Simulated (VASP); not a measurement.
# TiO2 in VASP: how settings move the PBEsol relaxation

The PBEsol relaxation of TiO2 built on the fluorite prototype is repeated with altered inputs. Which of them can be trusted? This is a trial cell built on a prototype, not taken from a measured structure, and it needn't be the compound's ground state.

The runs shown are made with VASP 6.6.1. PAW datasets, plane waves. No spin polarisation and no zero-point or thermal motion; the cell was built from a prototype and may be hypothetical.

**1. The structure to begin with**

The cell comes from an earlier relaxation with PBE in another program.

Space group Fm-3m (No. 225), cubic; conventional cell a = 4.830 Å, 9.39 Å³ an atom. Near Ti stand 8 O at 2.09 Å; near O stand 4 Ti at 2.09 Å.

Coordinates:

```cif
data_structure
_symmetry_space_group_name_H-M 'P 1'
_symmetry_Int_Tables_number 1
_cell_length_a 3.4153
_cell_length_b 3.4153
_cell_length_c 3.4153
_cell_angle_alpha 60.000
_cell_angle_beta 60.000
_cell_angle_gamma 60.000
_cell_volume 28.17
loop_
_atom_site_label
_atom_site_type_symbol
_atom_site_fract_x
_atom_site_fract_y
_atom_site_fract_z
_atom_site_occupancy
Ti1 Ti 0.00000 0.00000 0.00000 1
O1 O 0.25000 0.25000 0.25000 1
O2 O 0.75000 0.75000 0.75000 1
```

The PBEsol run on sound settings gave: energy (σ→0) -27.3621 eV, final volume 9.109 Å³/atom.

**2. Altered input 1**

Input file INCAR:

```
ENCUT = 600.000000
SIGMA = 0.020000
EDIFF = 1.00e-07
EDIFFG = -5.00e-03
GGA = PS
PREC = Accurate
IBRION = 2
ISIF = 3
ISMEAR = -1
NBANDS = 19
NELM = 120
NSW = 40
LASPH = .TRUE.
LCHARG = .FALSE.
LWAVE = .FALSE.
LREAL = .FALSE.
LDAU = .TRUE.
LDAUTYPE = 2
LDAUL = 2 -1
LDAUU = 8.0 0
LDAUJ = 0 0
LMAXMIX = 4
ALGO = VeryFast
```

Input file KPOINTS:

```
KPOINTS created by Atomic Simulation Environment
0
Monkhorst-Pack
8 8 8
0 0 0
```

Input file POSCAR:

```
Ti O
 1.0000000000000000
     0.0000000000000000    2.4149673384147921    2.4149673384147921
     2.4149673384147921    0.0000000000000000    2.4149673384147921
     2.4149673384147921    2.4149673384147921    0.0000000000000000
 Ti  O
   1   2
Cartesian
  0.0000000000000000  0.0000000000000000 -0.0000000000000000
  1.2074836692073960  1.2074836692073960  1.2074836692073960
  3.6224510076221881  3.6224510076221881  3.6224510076221881
```

The run uses the recommended PBE PAW datasets (24 valence electrons a neutral cell).

The run is started by

```console
$ mpirun -np 1 vasp_std
```

Q: Predict the outcome of this session. Wanted: for each run, changed; ending; energy change; volume; electronic steps; usable.

**Answer**, as computed:

| run | changed | ending | energy change (meV/atom) | volume (Å³/atom) | electronic steps | time | usable |
| --- | --- | --- | --- | --- | --- | --- | --- |
| ref. | – | converged | 0 | 9.109 | – | – | yes |
| 1 | LDAU = .TRUE., LDAUTYPE = 2, LDAUL = 2 -1, LDAUU = 8.0 0, LDAUJ = 0 0, LMAXMIX = 4, ALGO = VeryFast, shifted mesh | converged | – | 9.669 | 104 | 4.8 min | yes |

What this shows: The altered input gave usable results.
